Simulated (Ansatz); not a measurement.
Ta:

```
Ta
1.0
     2.90037    0.00000    0.00000
    -1.45019    2.51180    0.00000
     0.00000    0.00000    5.16627
Ta
2
Direct
  0.33333 0.66667 0.25000
  0.66667 0.33333 0.75000
```

This isn't the form of Ta at room conditions, which is bcc.

| Property | Result |
| --- | --- |
| Program | Ansatz 0.2.0 |
| Task | relaxation of cell and atoms |
| Functional | PBE0 |
| Potentials or basis | Ansatz PAW |
| Cutoff | 420 eV (not typed: the program's choice for these potentials) |
| k mesh | 6 × 6 × 3 |
| Occupations | fermi-dirac, width 0.05 eV |
| Spin | no spin polarisation |

At the start: volume 18.82 Å³/atom.

Where does the relaxation end?

It ends after 4 steps and the volume is 18.46 Å³/atom (-1.9 %); space group P6_3/mmc (No. 194, to 0.05 Å).

Step by step:
| step | energy change (eV) | largest force (eV/Å) | volume (Å³) |
| --- | --- | --- | --- |
| 1 | 0.0000 | 0.0000 | 37.64 |
| 2 | -0.0089 | 0.0000 | 36.99 |
| 3 | -0.0090 | 0.0000 | 36.92 |
| 4 | -0.0088 | 0.0000 | 36.92 |

Final structure:
```xyz
2
Lattice="2.8845 0.0000 0.0000 -1.4423 2.4981 0.0000 0.0000 0.0000 5.1230" Properties=species:S:1:pos:R:3 pbc="T T T"
Ta    0.0000    1.6654    1.2807
Ta    1.4423    0.8327    3.8422
```

Caveat: the k mesh is coarse (spacing up to 0.42 Å⁻¹), so the values aren't converged, least of all with exact exchange; the plane-wave basis is chosen anew once the cell has moved, so the energies of steps on either side of that aren't comparable; the PAW data sets come from PBE, with cores solved anew for the run's functional, which leaves a small shift of forces and pressure.
